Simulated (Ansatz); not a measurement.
Si₂Ni: a vibration from a frozen displacement

Theory: DFT PBE, scalar-relativistic, plane waves, PAW (Ansatz). Settings: plane waves to 420 eV, k-mesh 16×16×16 (Γ-centred), Gaussian smearing 0.15 eV. No spin polarisation. A magnetic state may lie lower. Energies are free energies at this smearing, counted from the undisturbed cell; pressure is positive in compression.

Zero of the scan (relaxed at this level; with this scan's settings it stands at -0.1 GPa):

```xyz
3
Lattice="0.0000 2.7234 2.7234 2.7234 0.0000 2.7234 2.7234 2.7234 0.0000" Properties=species:S:1:pos:R:3 pbc="T T T"
Si    1.3617    1.3617    1.3617
Si    4.0851    4.0851    4.0851
Ni    0.0000    0.0000    0.0000
```

Every Si atom is moved by x along the Cartesian unit vector (1.000, 0.000, 0.000); the cell and all other atoms stay fixed. The cell's volume is 40.40 Å³; the moved atoms weigh 56.170 u together and the others 58.693 u. Some rows repeat others by symmetry and weren't run.

```
  x (Å)  ΔE (meV/cell) total force on the moved atoms along the move (eV/Å) pressure (GPa)
-0.5000        1138.05                                                4.3786         14.6165
-0.4375         878.27                                                3.9236         11.3708
-0.3750         648.68                                                3.4164          8.4673
-0.3125         451.93                                                2.8754          5.9406
-0.2500         289.69                                                2.3134          3.8186
-0.1875         163.00                                                1.7390          2.1285
-0.1250          72.42                                                1.1594          0.8976
-0.0625          18.09                                                0.5792          0.1498
 0.0000           0.00                                                0.0000         -0.1010
 0.0625          18.09                                               -0.5792          0.1498
 0.1250          72.42                                               -1.1594          0.8976
 0.1875         163.00                                               -1.7390          2.1285
 0.2500         289.69                                               -2.3134          3.8186
 0.3125         451.93                                               -2.8754          5.9406
 0.3750         648.68                                               -3.4164          8.4673
 0.4375         878.27                                               -3.9236         11.3708
 0.5000        1138.05                                               -4.3786         14.6165
```

Problem. What frequency belongs to this motion?

Solution. The force constant is k = −dF/dx = 9.267 eV/Å², from the parabola through x = -0.0625, 0 and 0.0625. In every cell the moved atoms swing against the rest, so the mass is μ = m₁m₂/(m₁ + m₂) = 28.702 u, and ν̃ = 521.5 cm⁻¹ × √(|k|/μ) = 296 cm⁻¹. To first order in x, and within 1 %, the force on every atom lies along the move and, within each of the two groups, in proportion to the atom's mass, so this is itself a mode at the zone centre of this cell.

Problem. How far does the harmonic law reach?

Solution. At x = -0.500 Å, kx²/2 = 1158.40 meV against the computed 1138.05 meV (-1.8 %): the well is still close to harmonic there.

Problem. The pressure changes with x². What does that say about the frequency under compression?

Solution. With E = k(V)x²/2, k ∝ V^(−2γ) and x scaling with the cell as V^(1/3), P − P0 = −∂E/∂V = (2γ − 2/3) ΔE/V. At x = 0.1250 Å, V(P − P0) = 40.40 × 0.99855 / 160.2 eV = 251.79 meV and ΔE = 72.42 meV, so γ = 1/3 + V(P − P0)/(2ΔE) = 2.07. This is the Grüneisen parameter of the motion under uniform scaling of the cell: shrinking the cell evenly by 1 % in volume raises the frequency by about 2.07 %.

In a metal these slopes depend on the k mesh and the smearing.

Cost: 9 runs of about 1.9 core-minutes in all, on Intel Xeon Platinum 8488C (Sapphire Rapids) (shared hosts).

The motion at 296 cm⁻¹ is the infrared-active optical mode of the fluorite structure, with the silicon sublattice moving rigidly against nickel. Cubic symmetry makes its harmonic frequency the same in every direction, and metallic screening removes the long-range field that would split it into longitudinal and transverse branches in a polar insulator. The restoring force therefore comes from short-range Ni–Si bonding, probably mainly Ni d–Si p hybridisation.

The nearly harmonic well and the sizeable Grüneisen parameter of 2.07 are compatible. Displacement along a cube axis shortens half of the nearest Ni–Si bonds and lengthens the other half, and inversion symmetry cancels all odd terms in the energy. The same bond anharmonicity does not cancel in the coupling to volume: compressed bonds push outwards harder than equally stretched ones pull inwards, which raises the pressure for either sign of displacement. The Raman-active mode, in which the silicon atoms move against each other, is not probed by this scan.
